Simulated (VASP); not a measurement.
Crystal: Zr.

```xyz
1
Lattice="-1.7908 1.7908 1.7908 1.7908 -1.7908 1.7908 1.7908 1.7908 -1.7908" Properties=species:S:1:pos:R:3 pbc="T T T"
Zr    0.0000    0.0000    0.0000
```

This isn't the form of Zr at room conditions, which is hcp.

* Program: VASP 6.6.1
* Task: relaxation of cell and atoms
* Functional: LDA
* Potentials or basis: VASP PAW LDA potentials, release 64 (Zr_sv)
* Cutoff: 600 eV
* k mesh: 16 × 16 × 16
* Occupations: gaussian, width 0.1 eV
* Spin: no spin polarisation

At the start: pressure -7.2 GPa; volume 22.97 Å³/atom.

How do energy, volume and symmetry change on relaxing?

Over 6 steps the energy falls by 43.8 meV/atom and the volume is 21.13 Å³/atom (-8.0 %); space group Im-3m (No. 229, to 0.05 Å).

The path:
```csv
step,energy change (eV),largest force (eV/Å),pressure (GPa),volume (Å³)
1,0.0000,0.0000,-7.20,22.97
2,-0.0128,0.0000,7.34,19.71
3,-0.0438,0.0000,-0.06,21.14
4,-0.0438,0.0000,0.10,21.10
5,-0.0438,0.0000,-0.06,21.14
6,-0.0438,0.0000,0.00,21.13
```

Final structure:
```
Zr
1.0
    -1.74150    1.74150    1.74150
     1.74150   -1.74150    1.74150
     1.74150    1.74150   -1.74150
Zr
1
Direct
  0.00000 0.00000 0.00000
```
